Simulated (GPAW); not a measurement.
Something may be wrong with this GPAW 26.7.0 calculation of Ir.

Contents of run.py:

```python
from ase.calculators.mixing import SumCalculator
from ase.dft.bandgap import bandgap
from ase.io import read, write
from ase.units import GPa
from dftd3.ase import DFTD3
from gpaw import GPAW, PW

atoms = read('Ir.cif')

calc = GPAW(mode=PW(600),
            xc='MGGA_X_MS2+GGA_C_REGTPSS',
            kpts={'size': (1, 1, 1), 'gamma': True},
            occupations={'name': 'fermi-dirac', 'width': 0.05},
            setups={'Ir': ':d,5.0'},
            nbands=16,
            convergence={'density': 1e-05, 'energy': 1e-05},
            maxiter=100,
            txt='gpaw.txt')
atoms.calc = SumCalculator([calc, DFTD3(method='ms2', damping='d3op')])
energy = atoms.get_potential_energy()
forces = atoms.get_forces()
stress = atoms.get_stress()
calc.write('gs.gpw')
write('result.traj', atoms)
print(f'Energy: {energy:.6f} eV')
print('Forces (eV/A):')
print(forces.round(4))
print('Stress (GPa):', (stress / GPa).round(3))
print('Fermi level:', round(calc.get_fermi_level(), 4), 'eV')
print(f'Gap: {bandgap(calc)[0]:.4f} eV, direct: {bandgap(calc, direct=True)[0]:.4f} eV')
```

File Ir.cif:

```cif
data_Ir
_cell_length_a 2.75584715
_cell_length_b 2.69091714
_cell_length_c 2.70654509
_cell_angle_alpha 59.54353867
_cell_angle_beta 59.37238206
_cell_angle_gamma 59.84519418
_space_group_name_H-M_alt 'P1'
_space_group_name_Hall 'P 1'
_space_group_IT_number 1
loop_
_space_group_symop_operation_xyz
'x,y,z'
loop_
_atom_site_label
_atom_site_type_symbol
_atom_site_symmetry_multiplicity
_atom_site_Wyckoff_symbol
_atom_site_fract_x
_atom_site_fract_y
_atom_site_fract_z
_atom_site_occupancy
Ir1 Ir 1 a -0.0023390000 -0.0031610000 -0.0142520000 1
```

Potentials or basis: GPAW PAW data sets (gpaw-data 1.2.1), pw.

Command:

```bash
$ OMP_NUM_THREADS=1 python run.py
```

gpaw.txt:

```text
__  _  _
 | _ |_)|_||  |
 |__||  | ||/\| - 26.7.0

Input parameters:
  mode=PW(ecut=600.0),
  convergence={'density': 1e-05, 'energy': 1e-05},
  kpts=MonkhorstPack(size=(1, 1, 1), gamma=True),
  maxiter=100,
  nbands=16,
  occupations=Occupations(name='fermi-dirac', width=0.05),
  setups={'Ir': ':d,5.0'},
  xc=XC(name='MGGA_X_MS2+GGA_C_REGTPSS')

Diagonalizing LCAO Hamiltonian
Converting LCAO to pw mode

       Ir

Atoms  # Å, Bohr magnetons
|   | symbol |        x |        y |        z |    initial magnetic moments |
|---|--------|----------|----------|----------|-----------------------------|
| 0 |     Ir | 5.456093 | 3.093762 | 2.161244 | ( 0.0000,  0.0000,  0.0000) |

Unit cell  # Å
| periodic |        x |        y |        z |  lengths |    angles |
|----------|----------|----------|----------|----------|-----------|
|      yes | 2.755847 | 0.000000 | 0.000000 | 2.755847 | 59.543539 |
|      yes | 1.351750 | 2.326759 | 0.000000 | 2.690917 | 59.372382 |
[... 111 lines left out ...]
|iter:   7| |   14.511044 | -3.48 | -2.06 |
|iter:   8| |   14.511853 | -4.62 | -2.27 |
|iter:   9| |   14.513923 | -3.81 | -2.37 |
|iter:  10| |   14.513678 | -4.75 | -3.13 |
|iter:  11| |   14.513690 | -5.65 | -3.34 |
|iter:  12| |   14.513683c| -6.09 | -3.85 |
|iter:  13| |   14.513681c| -6.65 | -4.22 |
|iter:  14| |   14.513680c| -7.51c| -4.52 |
|iter:  15| |   14.513678c| -6.86 | -4.57 |
|iter:  16| |   14.513677c| -6.93 | -4.44 |
|iter:  17| |   14.513676c| -6.87 | -4.52 |
|iter:  18| |   14.513676c| -7.97c| -4.96 |
|iter:  19| |   14.513676c| -7.69c| -5.17c|

Converged in 19 steps
Energy contributions relative to reference atoms: (reference = -484484.849336)

Energy contributions:
  Kinetic:          43.209604
  Coulomb:         -45.360875
  Zero:             -0.474573
  External:          0.000000
  Xc:               17.174178
  Entropy:          -0.069315
  Spinorbit:         0.000000
  ----------------------------
  Free energy:      14.479019
  Extrapolated:     14.513676

dipole moment: (19.606104, 11.111198, 7.660968)  # |e|*Ang

Fermi level: 14.155
[... 25 lines left out ...]
Forces  # eV/Ang
|       x |        y |        z |
|---------|----------|----------|
| 0.00002 | -0.00002 | -0.00000 |  # Ir   0

Stress tensor  # eV/Ang^3
|         x |        y |         z |
|-----------|----------|-----------|
| -0.132995 | 0.176589 | -0.257949 |
|  0.176589 | 0.265479 |  0.286091 |
| -0.257949 | 0.286091 |  0.062133 |

# Writing to gs.gpw (mode='')
```

On the terminal:

```text
Energy: 14.262220 eV
Forces (eV/A):
[[ 0. -0. -0.]]
Stress (GPa): [-18.479  45.369  12.791  45.834 -41.327  28.293]
Fermi level: 14.1546 eV
[... 2 lines left out ...]
```

Problem. Diagnose the run.

Solution. Self-consistency was reached. The input holds a flaw that was put in on purpose: one k point for a small cell (kpts = {"size": [1, 1, 1], "gamma": true}). The program doesn't stop on it, so the numbers can't be trusted though the run ends normally.
